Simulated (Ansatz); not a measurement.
Runs of Ansatz 0.2.0 on Hf. The structure is cubic, space group Im-3m (No. 229). The conventional cell has a = 3.610 Å, b = 3.610 Å, c = 3.610 Å, α = 90.00°, β = 90.00°, γ = 90.00°. Hf (site symmetry m-3m) is surrounded by 8 Hf at 3.13 Å. This isn't the form of Hf at room conditions, which is hcp.

```tsv
task	level	cell	k mesh	smearing	atoms under strain	gap on the mesh (eV)	pressure (GPa)
elastic constants	PBE	as given	7 × 7 × 7	fermi-dirac 0.05 eV	relaxed	none	(a)
single point	PBE	as given	10 × 10 × 10	gaussian 0.027 eV	-	none	-5.0
elastic constants	LDA	as given	7 × 7 × 7	fermi-dirac 0.05 eV	clamped	none	-11.5
phonons	PBE	as given	7 × 7 × 7	fermi-dirac 0.05 eV	-	none	-
phonons	LDA	as given	7 × 7 × 7	fermi-dirac 0.05 eV	-	none	-
relaxation of cell and atoms	BLYP+D4	relaxed	10 × 10 × 10	fermi-dirac 0.05 eV	-	none	0.0
single point	PBE	as given	10 × 10 × 10	gaussian 0.028 eV	-	none	-5.0
phonons	PBEsol	as given	7 × 7 × 7	fermi-dirac 0.05 eV	-	none	-
```

Alike in all rows: potentials or basis Ansatz PAW; no spin polarisation; cutoff (eV) 420.

**Question.** Estimate the missing entries.

**Answer.** (a) -4.0.

Caveats: the PAW data sets come from PBE, with cores solved anew for the run's functional, which leaves a small shift of forces and pressure (some runs); the cell is more than 3 GPa from zero pressure, which shifts response properties (some runs); elastic constants of metals need much finer meshes, so these are rough (some runs); the plane-wave basis is chosen anew once the cell has moved, so the energies of steps on either side of that aren't comparable (some runs); pairwise dispersion overbinds metals, which lowers pressure and volume (some runs).

A k mesh can miss the band edges, and the runs leave out spin-orbit coupling on Hf.

A gap of «none» marks a metal or a gap under the smearing width.
